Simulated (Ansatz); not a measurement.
The system is HfN.

```
CELL_PARAMETERS angstrom
0.00000 2.25600 2.25600
2.25600 0.00000 2.25600
2.25600 2.25600 0.00000
ATOMIC_POSITIONS crystal
Hf 0.00000 0.00000 0.00000
N 0.50000 0.50000 0.50000
```

Base run:

* Program: Ansatz 0.2.0
* Functional: LDA
* Potentials or basis: all-electron LAPW, scalar-relativistic
* Cutoff: 343 eV (chosen from the basis error)
* Basis error allowed: 0.001 eV/atom
* k mesh: 10 × 10 × 10
* Occupations: fermi-dirac, width 0.05 eV
* Spin: no spin polarisation

Its results: pressure -8.2 GPa.

The run is repeated on the same cell with these changes: functional from LDA to PBEsol. What comes out?

Pressure -1.9 GPa.

PBEsol binds less tightly than LDA, so the same cell stands under more pressure.
